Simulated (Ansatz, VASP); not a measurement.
# Al35PtN36 (Pt_Al) in two plane-wave programs, part 2 of 2

One calculation is typed for both programs; each brings its own data sets. How far apart do they land? The cell is taken from a series of runs on this material, whose earlier steps may have relaxed, scaled, displaced or heated it; both programs get it as it stands.

VASP 6.6.1 and Ansatz 0.2.0.

So far. Step 2 (VASP: single point, r2SCAN): The run ends at a pressure of -0.78 GPa, with forces up to 0.55 eV/Å.

## (3) Ansatz: single point, r2SCAN

Level of this step: Ansatz beside VASP: Kohn-Sham DFT, plane waves, r2SCAN (Ansatz).

Ansatz runs on its PAW soft_1 files.

The same cell, functional, mesh and smearing now go to Ansatz.

File input.yaml:

```yaml
crystal:
  checkpoint: "../qp1.relax.run"
  host: checkpoint
total_charge: 1
basis:
  ecutwfc: 500
  xc_grid: 2
hamiltonian:
  xc: r2scan
  pseudopotentials: { kind: paw, azcp: { folder: soft_1 } }
kpoints:
  mp_grid: { grid: [2, 2, 2], shift: [0.5, 0.5, 0.5] }
scf:
  occupations: { method: fermi_dirac, width: 0.01 }
  max_iter: 100
output:
  forces: true
  eigenvalues: true
  charged_corrections:
    epsilon: [4.49, 4.49, 4.72]
    static_epsilon: [8.15, 8.15, 9.65]
    defect_position: [0.444444, 0.555556, 0.499602]
  eigenstates: { localisation: true }
  populations: true
  band_densities: [{ bands: [v1, v1] }, { bands: [c1, c1] }]
  write_density: true
  write_potential: true
  volumetric_format: npy
checkpoint:
  read: "../qp1.relax.run"
  write: "../qp1.point.run"
  compress: false
  write_wavefunctions: false
  write_every: 100000
```

Launch:

```bash
$ ansatz run input.yaml --threads 4 --pin off --max-ram 7536MiB --backend cpu --events-out ev --progress --plain --runs-dir out
```

Numbers of over 12 decimals in the logs are rounded to 6 here.

The program printed:

```text
crystal.checkpoint: the structure is that of <dir>, a `relax` run, at its step 9: its result, under r2scan at a charge of 1 e; 72 atoms read, 0 with a starting moment; crystal.structure_sha256 for this input is
Engine: ansatz 0.2.0, aarch64-unknown-linux-gnu
Pseudopotentials: kind: paw
Pseudopotential: Al, paw, valence charge 3, recommended cutoff 500 eV (meta_gga), soft_1/Al.paw.azcp
Pseudopotential: N, paw, valence charge 5, recommended cutoff 500 eV (meta_gga), soft_1/N.paw.azcp
Pseudopotential: Pt, paw, valence charge 18, recommended cutoff 500 eV (meta_gga), soft_1/Pt.paw.azcp
Functional definition: r2SCAN
  parameter k0 = 0.174
  parameter k1 = 0.065
  parameter a1 = 4.9479
  exchange = r2scan_x(k0 = k0, k1 = k1, a1 = a1)
  correlation = r2scan_c
Crystal: 72 atoms, lattice volume = 748.907 Å³
Basis set: ecut = 500 eV, 18913 PW (Γ), exchange–correlation on 144×144×150 points (8 copies of the dense FFT grid, shifted against one another)
Bands: 223, of which v1, the nominal top of the filled ones, is band 151 counted from 1 (150 counted from 0)
Symmetry: 1 space group operations
Space group: P1 (ITA 1), of the structure as read, at distance tolerance 9.1e-5 Å
k-points: 4 of 8 (time reversal used)
Non-local potential: Al, projectors of the file, l = 0: 2, l = 1: 2, l = 2: 1
Non-local potential: N, projectors of the file, l = 0: 2, l = 1: 2, l = 2: 1
Non-local potential: Pt, projectors of the file, l = 0: 3, l = 1: 2, l = 2: 2, l = 3: 1
PAW form: soft (Blöchl's): semilocal exchange-correlation on the pseudo side does not see the compensation charge
PAW frozen core: Al, regenerated for the run's functional (the file was generated under x = pbe(κ = 0.804, μ = 0.219515), c = pbe(β = 0.066725))
PAW frozen core: N, regenerated for the run's functional (the file was generated under x = pbe(κ = 0.804, μ = 0.219515), c = pbe(β = 0.066725))
PAW frozen core: Pt, regenerated for the run's functional (the file was generated under x = pbe(κ = 0.804, μ = 0.219515), c = pbe(β = 0.066725))
PAW one-centre angular grid: Al, 302 points (default); XC on 160 Gauss nodes
PAW one-centre angular grid: N, 302 points (default); XC on 160 Gauss nodes
PAW one-centre angular grid: Pt, 590 points (default); XC on 160 Gauss nodes
Initial density: read from a saved state, or passed on in memory by an earlier SCF of this step, an earlier step, the calling program or the single point that the run made first
Initial wavefunctions: pseudopotential atomic-orbital guess — the wavefunctions supplied were not used: k-point sampling differs
Functional: x = r2scan, c = r2scan; τ floored in thin density (d = 2e-4 eV/Å³)
iter 1 solved again at ethr=3.91e-5 eV; its pass at ethr=3.10e-3 eV (dr2=1.18e-1 eV) is discarded
SCF iter   1: F=—  HF=-45423.819257 eV  |F-HF|=—  |Δ(HF+E_count)|=         —  Δρ=4.74e-3  dr2=1.19e-1  dr2_τ=8.30e-3  ethr=3.91e-5  ⟨swp⟩=7.2  Hψ=5540  notcnv=0
preconditioner: auto → Resta (q_TF=auto, 2.345 Å⁻¹)  ε∞=3.8  [insulator: Δε(μ)=0.277 eV  Ē_g=13.987 eV  σ=0.010 eV  W_gap=1.00  n_scr=162 (ndim 8)  ℏωp=23.3 eV  f_vac=0.000  D(μ)=0.00/eV (n_scr^D=0)  ε∞_Penn≈3.8]
SCF iter   2: F=—  HF=-45423.805092 eV  |F-HF|=—  |Δ(HF+E_count)|=   1.42e-2  Δρ=1.51e-3  dr2=1.36e-2  dr2_τ=5.25e-3  ethr=3.91e-5  ⟨swp⟩=4.5  Hψ=1866  notcnv=0  defer=66
SCF iter   3: F=—  HF=-45423.804154 eV  |F-HF|=—  |Δ(HF+E_count)|=   9.38e-4  Δρ=8.48e-4  dr2=3.32e-3  dr2_τ=3.47e-4  ethr=4.51e-6  ⟨swp⟩=2.0  Hψ=1556  notcnv=0  defer=124
SCF iter   4: F=—  HF=-45423.804283 eV  |F-HF|=—  |Δ(HF+E_count)|=   1.28e-4  Δρ=4.11e-4  dr2=8.66e-4  dr2_τ=3.16e-5  ethr=1.10e-6  ⟨swp⟩=1.5  Hψ=766  notcnv=0  defer=124
SCF iter   5: F=—  HF=-45423.804303 eV  |F-HF|=—  |Δ(HF+E_count)|=   2.06e-5  Δρ=9.64e-5  dr2=5.36e-5  dr2_τ=2.95e-6  ethr=2.87e-7  ⟨swp⟩=2.5  Hψ=1281  notcnv=0  defer=124
SCF iter   6: F=—  HF=-45423.803796 eV  |F-HF|=—  |Δ(HF+E_count)|=   5.07e-4  Δρ=1.74e-5  dr2=2.31e-6  dr2_τ=2.81e-7  ethr=1.78e-8  ⟨swp⟩=2.0  Hψ=1364  notcnv=0  defer=124
SCF iter   7: F=—  HF=-45423.803797 eV  |F-HF|=—  |Δ(HF+E_count)|=   9.43e-7  Δρ=9.81e-6  dr2=9.32e-7  dr2_τ=1.61e-7  ethr=7.63e-10  ⟨swp⟩=2.0  Hψ=1364  notcnv=0  defer=124
SCF iter   8: F=-45423.803797 eV  HF=-45423.803797 eV  |F-HF|=1.70e-9  |Δ(HF+E_count)|=   9.00e-8  Δρ=2.15e-6  dr2=2.82e-8  dr2_τ=5.70e-9  ethr=3.31e-11  ⟨swp⟩=11.8  Hψ=6261  notcnv=0
SCF 1 converged in 8 iterations: F = -45423.803797 eV  dr2 = 2.82e-8
  greatest PAW one-centre occupation: 1.000 electrons in one spin orbital (limit 2), on the Pt atom at site 33 (counted from 0), in its partial waves of l = 0
SCF converged after 8 iterations
Free energy (F): -45423.803797 eV
Harris-Foulkes:  -45423.803797 eV  (|F-HF|=1.70e-9)
Internal energy: -45423.803797 eV  (E = F + TS)
E sigma→0 (E₀):  -45423.803797 eV
Entropy (-TS):   -0.000000 eV (-0.000 meV/atom)
Fermi energy:    8.712850 eV
[...]
k-point 1: bands = [... 147 lower, 6.9232, 7.1101, 7.2207, 8.2901, 8.8639, 9.2788, 13.1705, 13.2413, ... 68 higher]
  k-point 2: bands = [... 147 lower, 6.9856, 7.0568, 7.2651, 8.5616, 8.9106, 9.2629, 12.6829, 13.1009, ... 68 higher]
  k-point 3: bands = [... 147 lower, 6.9644, 7.0627, 7.2712, 8.5617, 8.9108, 9.2635, 12.6827, 13.1269, ... 68 higher]
--- Löwdin populations: 72 sites ---
  site symbol       q [e]
     0     Al      1.8491
     1     Al      1.8622
     2      N      6.0664
     3      N      6.0680
     4     Al      1.8555
     5     Al      1.8543
     6      N      6.0670
     7      N      6.0663
     8     Al      1.8804
     9     Al      1.8810
    10      N      5.9254
    11      N      6.0628
    12     Al      1.8658
    13     Al      1.8572
    14      N      6.0492
    15      N      6.0654
    16     Al      1.8539
    17     Al      1.8608
    18      N      6.0567
    19      N      6.0643
    20     Al      1.8540
    21     Al      1.8531
    22      N      6.0641
    23      N      6.0624
[...]
64     Al      1.8519
    65     Al      1.8781
    66      N      6.0629
    67      N      6.0681
    68     Al      1.8548
    69     Al      1.8539
    70      N      6.0650
    71      N      6.0671
  spilling = 0.008109 (of n_electrons = 302.000000)
--- Band densities, each state counted as filled ---
  window                                       electrons  max residual (eV)  cut levels
  bands: [v1, v1]                               2.000000             1.1e-9           0
  bands: [c1, c1]                               2.000000             6.2e-5           0
```

In the SCF lines HF is the Harris–Foulkes energy and dr2 the Hartree energy of the density residual, in eV; the loop may stop once dr2 is under the threshold and the program's other checks hold. Hψ counts applications of the Hamiltonian.

## (4) Side by side

Known differences besides the potentials themselves: VASP keeps PBE cores, Ansatz makes them for the functional; the cutoff is 500 eV in Ansatz and 580 eV in VASP (PREC = Accurate, projectors in real space). Total energies have different zeros and are not compared.

Compared:

```csv
quantity,Ansatz,VASP,difference
gap on the k mesh (eV),0.302,0.295,+0.007
```

Forces on 8 of the 72 atoms, those with the largest forces and the largest differences (eV/Å; atoms numbered as in POSCAR):

| atom | Ansatz x, y, z | VASP x, y, z |
| --- | --- | --- |
| Al2 | 0.132, -0.064, 0.057 | 0.136, -0.063, 0.072 |
| Al25 | -0.158, 0.068, 0.002 | -0.163, 0.070, -0.004 |
| Al33 | 0.148, -0.032, 0.094 | 0.147, -0.034, 0.100 |
| N40 | 0.154, 0.108, -0.067 | 0.093, 0.087, -0.079 |
| N52 | 0.165, -0.353, -0.018 | 0.246, -0.398, -0.029 |
| N55 | -0.023, 0.054, 0.032 | -0.020, 0.041, 0.123 |
| N56 | -0.534, -0.014, -0.019 | -0.544, 0.046, -0.040 |
| Pt72 | -0.030, 0.244, 0.050 | -0.046, 0.267, 0.032 |

The forces differ by 12 meV/Å r.m.s., which is 17.7 % of the r.m.s. force of 0.067 eV/Å (both taken over all components). A gap on the mesh is an upper bound, since the band edges may lie between its points; neither run holds spin-orbit coupling, which can move the band edges of a compound of Pt. The cell carries a charge of +1 e against a uniform background, so its pressure also hangs on how the neutralising background is counted, and in a defect's cell a gap may be the spacing between its levels.

## (5) Results

```json
{
 "r.m.s. force difference (single point, r2SCAN)": "12 meV/Å"
}
```

The r.m.s. force difference is 12 meV/Å (single point, r2SCAN), at about the 12 meV/Å picked in this series as the mark of a large difference. The data sets hold unlike numbers of valence electrons (302 in Ansatz and 294 in VASP), so part of the differences comes from the potentials. Such differences can come from data sets, numerical settings and the points named under the comparisons, not from the functional's error against experiment.

[Lines on the potential files, build, host, timing and source positions are cut from VASP's logs without a mark.]

[Logs are printed without paths, hosts, clocks, repeated set-up lines and the standing remarks that a program may print on its own settings, such as how far it seeks lower states.]

[Hosts, paths, dates, database ids (printed as entryN), source tags and the programs' standing remarks are cut or masked in the printed files.]
